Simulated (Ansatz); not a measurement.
Seebeck coefficient (μV/K, mean over directions) of n-type GeO2 (P4_2/mnm) against carrier density, PBEsol, rigid bands in Ansatz (an electronic-structure program). Computed gap 1.56 eV; densities at which minority carriers matter at this gap, or further valleys turn the trend, are left out. Conductivity mass 0.24 mₑ (harmonic mean over directions), N_c = 2.6e18 cm⁻³ at 300 K.

| electron density | 300 K | 500 K |
|---|---|---|
| 1e16 cm⁻³ | -702 | -770 |
| 1e17 cm⁻³ | -504 | ? |
| 1e18 cm⁻³ | -308 | -375 |
| 3e18 cm⁻³ | -219 | -282 |
| 1e19 cm⁻³ | ? | -187 |
| 3e19 cm⁻³ | -73 | -113 |
| 1e20 cm⁻³ | -35 | -58 |
| 3e20 cm⁻³ | ? | -31 |
| 1e21 cm⁻³ | -10 | -16 |

What belongs in the gaps?


- 1e17 cm⁻³, 500 K: -572
- 1e19 cm⁻³, 300 K: -132
- 3e20 cm⁻³, 300 K: -18

Rigid bands with a gap fixed in temperature, one relaxation time for all states, no polarons or phonon drag, and whether or not such doping can be reached. Spin-orbit coupling is left out.
